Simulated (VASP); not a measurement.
# SnO2 (Cassiterite) (P4_2/mnm) in VASP: settings compared

Aim: see how the results for SnO2 (Cassiterite) move with the level of theory and the settings. Levels: PBE, LDA. Tasks: phonons, dielectric tensor.

Program: VASP 6.6.1. These are calculated values, not measurements. Logs are shortened: lines on timing, memory, paths and dates and some standing lists are left out, and cuts for length are marked.

### 1 Starting point

It takes space group P4_2/mnm (No. 136, tetragonal). The conventional cell has a = 4.829 Å, b = 4.829 Å, c = 3.242 Å, α = 90.00°, β = 90.00°, γ = 90.00°. Around Sn (site symmetry mmm) lie 6 O at 2.09 Å. O (site symmetry m2m) is surrounded by 3 Sn at 2.09 Å.

### 2 Phonons, PBE

POSCAR

```
SnO2
1.0
    4.8294399917     -0.0000000000      0.0000000000
    0.0000000000      4.8294399917      0.0000000000
    0.0000000000      0.0000000000      3.2421528755
  Sn              O
     2     4
Direct
     0.0000000000000000    0.0000000000000000    0.0000000000000000
     0.5000000000000000    0.5000000000000000    0.5000000000000000
     0.3065613626250711    0.3065613626250711    0.0000000000000000
     0.1934386373749289    0.8065613626250712    0.5000000000000000
     0.6934386373749288    0.6934386373749288    0.0000000000000000
     0.8065613626250712    0.1934386373749289    0.5000000000000000
```

INCAR.step1

```
SYSTEM = SnO2
PREC = Accurate
ENCUT = 600
EDIFF = 1E-8
ISMEAR = 0
SIGMA = 0.03
LREAL = .False.
LASPH = .True.
NELM = 80
ALGO = Normal
ISIF = 3
LWAVE = .False.
LCHARG = .False.
GGA = PE
KPAR = 2
IBRION = 2
NSW = 40
EDIFFG = -0.002
```

INCAR.step2

```
SYSTEM = SnO2
PREC = Accurate
ENCUT = 600
EDIFF = 1E-8
ISMEAR = 0
SIGMA = 0.03
LREAL = .False.
LASPH = .True.
NELM = 80
ALGO = Normal
ISIF = 2
LWAVE = .False.
LCHARG = .False.
GGA = PE
KPAR = 2
IBRION = 6
NFREE = 2
POTIM = 0.015
NSW = 1
```

KPOINTS

```
Automatic mesh
0
Gamma
  6 6 8
  0 0 0
```

Potentials or basis: VASP PAW PBE potentials, release 64 (Sn_d, O).

Started as:

```
> cat potpaw_PBE.64/Sn_d/POTCAR potpaw_PBE.64/O/POTCAR > POTCAR
> cp INCAR.step1 INCAR
> mpirun -np 2 vasp_std > vasp.out
> cp CONTCAR POSCAR
> cp INCAR.step2 INCAR
> mpirun -np 2 vasp_std > vasp.out
```

OUTCAR:

```text
SYSTEM = SnO2
   PREC = Accurate
   ENCUT = 600
   EDIFF = 1E-8
   ISMEAR = 0
   LREAL = .False.
   LASPH = .True.
   NELM = 80
   ISIF = 2
   GGA = PE
   IBRION = 6
   NFREE = 2
   POTIM = 0.015
   NSW = 1

 ion  position               nearest neighbor table
   1  0.000  0.000  0.000-   4 2.09   6 2.09   4 2.09   6 2.09   5 2.09   3 2.09
   2  0.500  0.500  0.500-   3 2.09   5 2.09   3 2.09   5 2.09   4 2.09   6 2.09
   3  0.307  0.307  0.000-   2 2.09   2 2.09   1 2.09
   4  0.193  0.807  0.500-   1 2.09   1 2.09   2 2.09
   5  0.693  0.693  0.000-   2 2.09   2 2.09   1 2.09
   6  0.807  0.193  0.500-   1 2.09   1 2.09   2 2.09

  LATTYP: Found a simple tetragonal cell.
 ALAT       =     4.8296627053
 C/A-ratio  =     0.6713176561

  Lattice vectors:

 A1 = (   4.8296627053,   0.0000000000,   0.0000000000)
 A2 = (   0.0000000000,   4.8296627053,   0.0000000000)
 A3 = (   0.0000000000,   0.0000000000,   3.2422378470)

Analysis of symmetry for initial positions (statically):
=====================================================================
 Subroutine PRICEL returns:
 Original cell was already a primitive cell.

 Routine SETGRP: Setting up the symmetry group for a
 simple tetragonal supercell.

 Subroutine GETGRP returns: Found 16 space group operations
 (whereof  8 operations were pure point group operations)
 out of a pool of 16 trial point group operations.

The static configuration has the point symmetry D_2h.
 The point group associated with its full space group is D_4h.

Analysis of symmetry for dynamics (positions and initial velocities):
=====================================================================
 Subroutine PRICEL returns:
 Original cell was already a primitive cell.

 Routine SETGRP: Setting up the symmetry group for a
 simple tetragonal supercell.

 Subroutine GETGRP returns: Found 16 space group operations
 (whereof  8 operations were pure point group operations)
 out of a pool of 16 trial point group operations.

The dynamic configuration has the point symmetry D_2h.
 The point group associated with its full space group is D_4h.

 Subroutine INISYM returns: Found 16 space group operations
 (whereof  8 operations are pure point group operations),
 and found     1 'primitive' translations

----------------------------------------------------------------------------------------

                                     Primitive cell

  volume of cell :      75.6273

  direct lattice vectors                    reciprocal lattice vectors
     4.829662705  0.000000000  0.000000000     0.207053797  0.000000000  0.000000000
     0.000000000  4.829662705  0.000000000     0.000000000  0.207053797  0.000000000
     0.000000000  0.000000000  3.242237847     0.000000000  0.000000000  0.308428945

  length of vectors
     4.829662705  4.829662705  3.242237847     0.207053797  0.207053797  0.308428945

  position of ions in fractional coordinates (direct lattice)
     0.000000000  0.000000000  0.000000000
     0.500000000  0.500000000  0.500000000
     0.306539915  0.306539915  0.000000000
     0.193460085  0.806539915  0.500000000
     0.693460085  0.693460085  0.000000000
     0.806539915  0.193460085  0.500000000

  ion indices of the primitive-cell ions
   primitive index   ion index
                 1           1
                 2           2
                 3           3
                 4           4
                 5           5
                 6           6

----------------------------------------------------------------------------------------

 KPOINTS: Automatic mesh

Automatic generation of k-mesh.
 Grid dimensions read from file:
 generate k-points for:    6    6    8

 Generating k-lattice:

  Cartesian coordinates                     Fractional coordinates (reciprocal lattice)
     0.034508966  0.000000000  0.000000000     0.166666667  0.000000000  0.000000000
     0.000000000  0.034508966  0.000000000     0.000000000  0.166666667  0.000000000
     0.000000000  0.000000000  0.038553618     0.000000000  0.000000000  0.125000000

  Length of vectors
     0.034508966  0.034508966  0.038553618

  Shift w.r.t. Gamma in fractional coordinates (k-lattice)
     0.000000000  0.000000000  0.000000000

 Subroutine IBZKPT returns following result:
 ===========================================

 Found     50 irreducible k-points:

 Following reciprocal coordinates:
            Coordinates               Weight
  0.000000  0.000000  0.000000      1.000000
  0.166667  0.000000  0.000000      4.000000
  0.333333  0.000000  0.000000      4.000000
  0.500000  0.000000  0.000000      2.000000
  0.166667  0.166667  0.000000      4.000000
  0.333333  0.166667  0.000000      8.000000
[... 16 lines left out ...]
  0.333333  0.000000  0.250000      8.000000
  0.500000  0.000000  0.250000      4.000000
 [... further k-points ...]
   k-points           NKPTS =     50   k-points in BZ     NKDIM =     50   number of bands    NBANDS=     31
   number of dos      NEDOS =    301   number of ions     NIONS =      6
   total plane-waves  NPLWV =  44800
   dimension x,y,z NGX =    40 NGY =   40 NGZ =   28
   dimension x,y,z NGXF=    80 NGYF=   80 NGZF=   56
   ions per type =               2   4
   NGX,Y,Z   is equivalent  to a cutoff of  13.77, 13.77, 14.36 a.u.
   NGXF,Y,Z  is equivalent  to a cutoff of  27.54, 27.54, 28.71 a.u.
 SYSTEM =  SnO2
   PREC   = accura    normal or accurate (medium, high low for compatibility)
   ISTART =      0    job   : 0-new  1-cont  2-samecut
   ICHARG =      2    charge: 1-file 2-atom 10-const
   ISPIN  =      1    spin polarized calculation?
   LNONCOLLINEAR =      F non collinear calculations
   LSORBIT =      F    spin-orbit coupling
   LASPH  =      T    aspherical Exc in radial PAW
   ENCUT  =  600.0 eV  44.10 Ry    6.64 a.u.   9.65  9.65  6.48*2*pi/ulx,y,z
   NELM   =     80;   NELMIN=  2; NELMDL=  0     # of ELM steps
   EDIFF  = 0.1E-07   stopping-criterion for ELM
   LREAL  =      F    real-space projection
   EDIFFG = 0.1E-06   stopping-criterion for IOM
   NSW    =    109    number of steps for IOM
   IBRION =      6    ionic relax: 0-MD 1-quasi-New 2-CG
   NFREE  =      2    steps in history (QN), initial steepest desc. (CG)
   ISIF   =      2    stress and relaxation
   ISYM   =      2    0-nonsym 1-usesym 2-fastsym
   POTIM  = 0.0150    time-step for ionic-motion
   TEBEG  =    0.0;   TEEND  =   0.0 temperature during run
   PSTRESS=    0.0 pullay stress
   NELECT =      52.0000    total number of electrons
   NUPDOWN=      -1.0000    fix difference up-down
   EMIN   =  10.00;   EMAX   =-10.00  energy-range for DOS
   EFERMI =   0.00;   METHOD = LEGACY
   ISMEAR =     0;   SIGMA  =   0.03  broadening in eV -4-tet -1-fermi 0-gaus
   EFERMI_NEDOS =   21; number of points for ismear=-14 and -15
   IALGO  =     38    algorithm
   IMIX   =      4    mixing-type and parameters
     AMIX     =   0.40;   BMIX     =  1.00
     AMIX_MAG =   1.60;   BMIX_MAG =  1.00
  volume/ion in A,a.u.               =      12.60        85.06
  Fermi-wavevector in a.u.,A,eV,Ry     =   1.444940  2.730541 28.406942  2.087851
  Thomas-Fermi vector in A             =   2.563178
   LORBIT       =      0    0 simple, 1 ext, 2 COOP (PROOUT), +10 PAW based schemes
   GGA     = PE    functional components
   LHFCALC =     F    Hartree Fock is set to
   AEXX    =    0.0000 exact exchange contribution
   IVDW    =     0    specifies the selected vdW correction
   LEPSILON=     F    determine dielectric tensor
   LRPA    =     F    only Hartree local field effects (RPA)
 finite differences with symmetry
 non-spin polarized calculation
 Gauss-broadening in eV      SIGMA  =   0.03
  energy-cutoff  :      600.00
  volume of cell :       75.63
 maximum number of plane-waves:      2557
 NGX is ok and might be reduce to    40
   NGX = 19   NGY = 19   NGZ = 13

--------------------------------------- Ionic step        1  -------------------------------------------

 number of electron      52.0000001 magnetization

 Free energy of the ion-electron system (eV)
  ---------------------------------------------------
  ext. energy  EPLUGINS =         0.00000000
  ---------------------------------------------------
  free energy    TOTEN  =       -37.32086261 eV

  energy without entropy =      -37.32086261  energy(sigma->0) =      -37.32086261

------------------------ aborting loop because EDIFF is reached ----------------------------------------

  FORCE on cell =-STRESS in cart. coord.  units (eV):
  Direction    XX          YY          ZZ          XY          YZ          ZX
  --------------------------------------------------------------------------------------
  -------------------------------------------------------------------------------------
  Total       -0.0016835     -0.0016835     -0.0086234      0.0000000      0.0000000      0.0000000
  in kB       -0.0356655     -0.0356655     -0.1826891      0.0000000      0.0000000      0.0000000
  external PRESSURE =      -0.0846734 kB  Pullay stress =       0.0000000 kB
[... 307 lines left out ...]
--------------------------------------- Ionic step        9  -------------------------------------------

 number of electron      52.0000001 magnetization

 Free energy of the ion-electron system (eV)
  ---------------------------------------------------
  ext. energy  EPLUGINS =         0.00000000
  ---------------------------------------------------
  free energy    TOTEN  =       -37.31955478 eV

  energy without entropy =      -37.31955478  energy(sigma->0) =      -37.31955478

 E-fermi :   5.7128     XC(G=0): -10.9649

 val. band max:        5.5055420115   @ k =   0.0000   0.0000   0.0000
 cond. band min:       6.1473516310   @ k =   0.0000   0.0000   0.0000
 fundamental gap:      0.6418096195
 Fermi energy:         5.7128125191

 k-point     1 :       0.0000    0.0000    0.0000
  band No.  band energies     occupation
      1     -15.5267      2.00000
      2     -14.8659      2.00000
      3     -14.6776      2.00000
      4     -14.6505      2.00000
      5     -14.6501      2.00000
      6     -14.5859      2.00000
[... 805 lines left out ...]
     30      13.8940      0.00000
     31      14.5242      0.00000

 [... further k-points ...]
[... 5 lines left out ...]
  --------------------------------------------------------------------------------------
  -------------------------------------------------------------------------------------
  Total        0.0022498      0.0022498     -0.0045964      0.0022040     -0.0642413     -0.0642413
  in kB        0.0476619      0.0476619     -0.0973745      0.0466925     -1.3609626     -1.3609626
  external PRESSURE =      -0.0006836 kB  Pullay stress =       0.0000000 kB
[... 21 lines left out ...]
  FREE ENERGIE OF THE ION-ELECTRON SYSTEM (eV)
  ---------------------------------------------------
  free  energy   TOTEN  =       -37.3195547799 eV

  energy  without entropy=      -37.3195547799  energy(sigma->0) =      -37.31955478

 INTERNAL STRAIN TENSORS FROM DISPLACED ATOMS
 ============================================

 INTERNAL STRAIN TENSOR FOR ION    1 for displacements in x,y,z  (eV/Angst):
          X           Y           Z          XY          YZ          ZX
  --------------------------------------------------------------------------------
  x     0.00000     0.00000     0.00000     0.00000     0.00000     0.00000
  y     0.00000     0.00000     0.00000     0.00000     0.00000     0.00000
  z     0.00000     0.00000     0.00000     0.00000     0.00000     0.00000

 INTERNAL STRAIN TENSOR FOR ION    6 for displacements in x,y,z  (eV/Angst):
          X           Y           Z          XY          YZ          ZX
  --------------------------------------------------------------------------------
  x     2.20841     1.25860     3.89054     1.53415     0.00000     0.00000
  y    -1.25860    -2.20841    -3.89054    -1.53415     0.00000     0.00000
  z     0.00000     0.00000     0.00000     0.00000    -4.28175     4.28175

 Eigenvectors and eigenvalues of the dynamical matrix
 ----------------------------------------------------

   1 f  =   21.188747 THz   133.132824 2PiTHz  706.780525 cm-1    87.629577 meV
             X         Y         Z           dx          dy          dz
      0.000000  0.000000  0.000000    -0.000000   -0.000000    0.000000
      2.414831  2.414831  1.621119    -0.000000   -0.000000   -0.000000
      1.480484  1.480484  0.000000    -0.353553   -0.353553    0.000000
      0.934347  3.895316  1.621119    -0.353553    0.353553   -0.000000
      3.349178  3.349178  0.000000     0.353553    0.353553    0.000000
      3.895316  0.934347  1.621119     0.353553   -0.353553   -0.000000
[... 145 lines left out ...]
  18 f/i=    0.002059 THz     0.012934 2PiTHz    0.068665 cm-1     0.008513 meV
             X         Y         Z           dx          dy          dz
      0.000000  0.000000  0.000000    -0.000000   -0.000000   -0.627615
      2.414831  2.414831  1.621119    -0.000000   -0.000000   -0.627615
      1.480484  1.480484  0.000000    -0.000000   -0.000000   -0.230325
      0.934347  3.895316  1.621119    -0.000000   -0.000000   -0.230325
      3.349178  3.349178  0.000000    -0.000000   -0.000000   -0.230325
      3.895316  0.934347  1.621119    -0.000000   -0.000000   -0.230325

 ELASTIC MODULI CONTR FROM IONIC RELAXATION (kBar)
 Direction    XX          YY          ZZ          XY          YZ          ZX
 --------------------------------------------------------------------------------
 XX         -81.1035     30.5297    -56.7519     -0.0000     -0.0000     -0.0000
 YY          30.5297    -81.1035    -56.7519      0.0000      0.0000      0.0000
 ZZ         -56.7519    -56.7519   -127.3693     -0.0000      0.0000      0.0000
 XY          -0.0000      0.0000     -0.0000    -13.5716      0.0000      0.0000
 YZ          -0.0000      0.0000      0.0000      0.0000   -137.5803      0.0000
 ZX          -0.0000      0.0000      0.0000      0.0000      0.0000   -137.5804
 --------------------------------------------------------------------------------
```

Run time: 21 min. Hardware: 2 MPI ranks of Intel Xeon Platinum 8559C (Emerald Rapids), shared host; peak memory 0.48 GiB.

Results:

| Property | Result |
| --- | --- |
| Highest phonon frequency at Γ, LO-TO splitting left out | 707 cm⁻¹ |

Phonon frequencies in cm⁻¹ (negative: imaginary):
```csv
q point,frequencies
"(0.000, 0.000, 0.000)",0 0 0 108 141 219 219 261 261 340 432 438 438 529 552 552 585 707
```

(Part 1 of 3 ends here.)
